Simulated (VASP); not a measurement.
Set up this calculation in VASP 6.6.1, as the native input.

| Quantity | Value |
| --- | --- |
| Task | single point |
| Functional | PBE |
| Dispersion | D3(BJ) |
| Potentials or basis | VASP PAW PBE potentials, release 64 (Si, H, O) |
| Cutoff | 400 eV |
| k mesh | 1 × 1 × 1 |
| Occupations | gaussian, width 0.03 eV |
| Spin | no spin polarisation |
| Further INCAR settings | LREAL = Auto; ALGO = Fast; EDIFF = 1e-06; NBANDS = 147; ISYM = 0 |

The structure of Si48H18O lies in POSCAR:

```
Si48H18O
1.0
    7.6805938572      7.6805938572      0.0000000000
   -7.6805938572      7.6805938572      0.0000000000
    0.0000000000      0.0000000000     23.4276500000
Si H O
48 18 1
Direct
    0.6851000000      0.3115000000      0.4098000000
    0.8145000000      0.6869000000      0.4092000000
    0.0396000000      0.9613000000      0.4413000000
    0.3115000000      0.1837000000      0.4090000000
    0.9585000000      0.5401000000      0.4390000000
    0.1937000000      0.8113000000      0.4169000000
    0.4546000000      0.0330000000      0.4385000000
    0.5406000000      0.4584000000      0.4382000000
    0.8742000000      0.3885000000      0.3770000000
    0.8902000000      0.8759000000      0.3785000000
    0.1229000000      0.1100000000      0.3772000000
    0.3884000000      0.3732000000      0.3772000000
    0.1139000000      0.6263000000      0.3797000000
    0.3704000000      0.8894000000      0.3717000000
    0.6099000000      0.1206000000      0.3790000000
    0.6246000000      0.6114000000      0.3768000000
    0.9995000000      0.2500000000      0.3246000000
    0.0040000000      0.7500000000      0.3140000000
    0.2490000000      0.0034000000      0.3097000000
    0.5011000000      0.2480000000      0.3127000000
    0.2496000000      0.5000000000      0.3254000000
    0.5000000000      0.7495000000      0.3235000000
    0.7502000000      0.9989000000      0.3252000000
    0.7506000000      0.5010000000      0.3121000000
    0.8723000000      0.1268000000      0.2650000000
    0.8791000000      0.6254000000      0.2573000000
    0.1230000000      0.8768000000      0.2558000000
    0.3769000000      0.1254000000      0.2552000000
    0.1263000000      0.3735000000      0.2650000000
    0.3728000000      0.6258000000      0.2646000000
    0.6278000000      0.8732000000      0.2645000000
    0.6242000000      0.3761000000      0.2568000000
    0.7510000000      0.2487000000      0.2024000000
    0.7501000000      0.7508000000      0.2026000000
    0.9950000000      0.0042000000      0.2026000000
    0.2484000000      0.2525000000      0.2021000000
    0.0038000000      0.4965000000      0.2029000000
    0.2512000000      0.7488000000      0.2024000000
    0.5041000000      0.9958000000      0.2026000000
    0.4962000000      0.5031000000      0.2029000000
    0.8750000000      0.3750000000      0.1455000000
    0.8750000000      0.8750000000      0.1455000000
    0.1250000000      0.1250000000      0.1455000000
    0.3750000000      0.3750000000      0.1455000000
    0.1250000000      0.6250000000      0.1455000000
    0.3750000000      0.8750000000      0.1455000000
    0.6250000000      0.1250000000      0.1455000000
    0.6250000000      0.6250000000      0.1455000000
    0.9516000000      0.2984000000      0.1067000000
    0.7984000000      0.4516000000      0.1067000000
    0.9516000000      0.7984000000      0.1067000000
    0.7984000000      0.9516000000      0.1067000000
    0.2016000000      0.0484000000      0.1067000000
    0.0484000000      0.2016000000      0.1067000000
    0.4516000000      0.2984000000      0.1067000000
    0.2984000000      0.4516000000      0.1067000000
    0.2016000000      0.5484000000      0.1067000000
    0.0484000000      0.7016000000      0.1067000000
    0.4516000000      0.7984000000      0.1067000000
    0.2984000000      0.9516000000      0.1067000000
    0.7016000000      0.0484000000      0.1067000000
    0.5484000000      0.2016000000      0.1067000000
    0.7016000000      0.5484000000      0.1067000000
    0.5484000000      0.7016000000      0.1067000000
    0.3411000000      0.8595000000      0.4923000000
    0.2096000000      0.8399000000      0.5196000000
    0.2700000000      0.8007000000      0.4942000000
```

The cell was built by a generator and needn't be a form met in nature.

One way to write it, as run:

INCAR

```
ALGO     = Fast           # electronic algorithm
EDIFF    = 1E-6           # SCF threshold, eV
ENCUT    = 400            # plane-wave cutoff, eV
GGA      = PE             # functional
ISIF     = 2              # what is computed and relaxed
ISMEAR   = 0              # smearing method
ISYM     = 0            
IVDW     = 12             # dispersion correction
LASPH    = True           # aspherical terms in the spheres
LCHARG   = False          # write CHGCAR
LREAL    = Auto         
LWAVE    = False          # write WAVECAR
NBANDS   = 147            # bands
NELM     = 80             # most SCF steps
PREC     = Accurate       # precision mode
SIGMA    = 0.03           # smearing width, eV
```

KPOINTS

```
k-points
0
Gamma
  1 1 1
```

Potentials or basis: VASP PAW PBE potentials, release 64 (Si, H, O).

The run is started by

```bash
$ cat potpaw_PBE.64/Si/POTCAR potpaw_PBE.64/H/POTCAR potpaw_PBE.64/O/POTCAR > POTCAR
$ mpirun -np 8 vasp_gam > vasp.out
```

It gave:

```yaml
Largest_force: 0.374 eV/Å
Band_gap_on_the_k_mesh: 0.44 eV, direct
Dispersion_energy_per_atom: -0.190 eV
```

It took 110 s on 8 MPI ranks on Intel(R) Xeon(R) Platinum 8559C (Emerald Rapids), with other jobs on the host, peak memory 0.45 GiB a rank.
